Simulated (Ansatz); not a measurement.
The parent structure is AlSb in the zinc blende structure (space group F-43m, No. 216).

```
AlSb
1.0
    0.00000     3.07852     3.07852
    3.07852     0.00000     3.07852
    3.07852     3.07852     0.00000
Sb Al
1 1
Cartesian
  4.61778   4.61778   4.61778
  0.00000   0.00000   0.00000
```

The values are results of PBEsol, PAW, 420 eV (Ansatz, a first-principles code; no spin-orbit coupling), not measurements.

For the base:

| Quantity | Result |
|---|---|
| Valley order | a point along ⟨100⟩, about 0.9 Å⁻¹ from Γ 1.14 eV; L along ⟨111⟩ 1.28 eV; Γ 1.47 eV |
| Pressure | 0.01 GPa |

Modification: the cell is scaled by 0.9549 in all directions; the atoms relax in the strained cell.

Question: What happens to the valley order?

Answer: The valley order (the lowest conduction-band minima on the path, energy above the VBM, named in the base's zone) goes from a point along ⟨100⟩, about 0.9 Å⁻¹ from Γ 1.14 eV; L along ⟨111⟩ 1.28 eV; Γ 1.47 eV to X along ⟨100⟩ 0.87 eV; L along ⟨111⟩ 1.69 eV; Γ 2.60 eV.

Question: Estimate the effect on the pressure.

Answer: The pressure grows by 10.06 GPa to 10.07 GPa.

Spin-orbit coupling, missing from the scalar runs, can matter with Sb. The levels and masses belong to the bands next to the band gap. No phonon test of stability was made.
